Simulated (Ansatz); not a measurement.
# HfN: pressure against volume scale

All results are calculated (Ansatz 0.2.0). Periodic Kohn-Sham DFT of a crystal at fixed atoms, scaled to volume_scale times the given cell; pressure positive in compression, energy less spherical unpolarised free atoms, largest_vzz the field gradient of largest size among the nuclei.

The cell before it is scaled or strained (space group Fm-3m, No. 225):
```
cell vectors (Å)
   0.0000     2.2590     2.2590
   2.2590     0.0000     2.2590
   2.2590     2.2590     0.0000
atoms (fractions of the cell vectors)
Hf  0.00000  0.00000  0.00000
N   0.50000  0.50000  0.50000
```

Settings of every row: method frozen-core PAW; functional LDA; relativity scalar; k mesh 10x10x10; filling fermi-dirac; smearing width 0.03 eV; wave cutoff 420 eV; paw set soft_2.

Atom start moment: 0 on all atoms.

Limits: PAW files made with PBE; no spin-orbit coupling on heavy atoms.

```
row  volume scale  V (Å³/atom)  pressure (GPa)
  1          0.94       10.836           9.119
  2          0.96       11.067               ?
  3          0.98       11.297          -3.856
  4          0.99       11.413          -6.686
  5             1       11.528          -9.364
  6          1.01       11.643         -11.899
  7          1.02       11.758         -14.299
  8          1.04       11.989         -18.733
  9          1.06        12.22         -22.709
```

Question: what pressure should row 2 give?

Worked fit of pressure. Take u = (V_r/V)^(2/3) − 1 with V_r = 11.585 Å³ an atom, which is twice the finite (Eulerian) strain; such expansions in the strain, on which the Birch-Murnaghan equation of state is built, carry the rest volume and the bulk modulus. The shown rows have u = 0.04557, 0.01692, 0.01002, 0.00329, -0.00332, -0.00983, -0.02259, -0.03495. Least squares give pressure = −10.6405 + 383.446 × u + 1098.38 × u² GPa; a straight line predicts inner rows, each left out in turn, worse (root mean square 0.57 against 0.011 GPa). The rows lie off it by 0.005, -0.018, 0.002, 0.003, 0.002, 0.005, 0.009, -0.009 (root mean square 0.0083 GPa). The pressure vanishes at u = 0.0258, or V = 11.15 Å³ an atom, and there the bulk modulus at fixed shape and fractions is B = −V dP/dV = (2/3)(1 + u) dP/du = 301 GPa. The withheld row has u = 0.03097, so the fit gives −10.6405 + 383.446 × (0.03097) + 1098.38 × (0.03097)² = 2.288 GPa.

The calculation gave 2.278 GPa. The fit lies 0.010 GPa (0.031 % of the column's range) above it; its largest miss of a shown row is 0.018 GPa.
